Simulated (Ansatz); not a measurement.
**Mo: comparing deformations**

Theory: DFT PBEsol, scalar-relativistic, plane waves, PAW in Ansatz 0.2.0. Settings: plane waves to 420 eV, k-mesh 24×24×24 (Γ-centred), Gaussian smearing 0.15 eV. No spin polarisation. Energies are free energies at this smearing, counted from the undisturbed cell; pressure is positive in compression.

The starting cell (relaxed at this level; with this scan's settings it stands at 0.1 GPa; this form isn't the usual structure):

```
CELL_PARAMETERS angstrom
2.74234 0.00000 0.00000
-1.37117 2.37493 0.00000
0.00000 0.00000 2.49207
ATOMIC_POSITIONS crystal
Mo 0.00000 0.00000 0.50000
```

The cell is strained by ε times a Voigt pattern (xx, yy, zz, yz, xz, xy; engineering shear) with fractional coordinates fixed. τ = (1/V0) dE/dε comes from the stress tensor. Of each scan, only the three points used here are listed.

```csv
pattern,ε,τ (GPa)
"(1, 1, 0, 0, 0, 0)",-0.0250,-32.45
"(1, 1, 0, 0, 0, 0)",0.0000,-0.81
"(1, 1, 0, 0, 0, 0)",0.0250,23.54
"(0, 0, 1, 0, 0, 0)",-0.0250,-12.22
"(0, 0, 1, 0, 0, 0)",0.0000,0.59
"(0, 0, 1, 0, 0, 0)",0.0250,10.89
"(0, 0, 0, 1, 0, 0)",-0.0187,1.69
"(0, 0, 0, 1, 0, 0)",0.0000,0.00
"(0, 0, 0, 1, 0, 0)",0.0187,-1.69
"(0, 0, 0, 0, 1, 0)",-0.0100,0.91
"(0, 0, 0, 0, 1, 0)",0.0000,0.00
"(0, 0, 0, 0, 1, 0)",0.0100,-0.91
```

Which constants do the scans give, and which deformation costs least for the same size of strain tensor?

The slope dτ/dε at zero (parabola through three points) is pᵀCp: (1, 1, 0, 0, 0, 0) gives C11 + C22 + 2 C12 = 1120 GPa; (0, 0, 1, 0, 0, 0) gives C33 = 462 GPa; (0, 0, 0, 1, 0, 0) gives C44 = -91 GPa; (0, 0, 0, 0, 1, 0) gives C55 = -91 GPa. The size of the strain tensor, ε:ε, is ε² times 2.0, 1.0, 0.5, 0.5. Per unit of it the stiffnesses are 560, 462, -181, -181 GPa, so (0, 0, 0, 1, 0, 0) is the softest of these, level with (0, 0, 0, 0, 1, 0), and it is unstable with clamped ions.

In a metal these slopes depend on the k mesh and the smearing.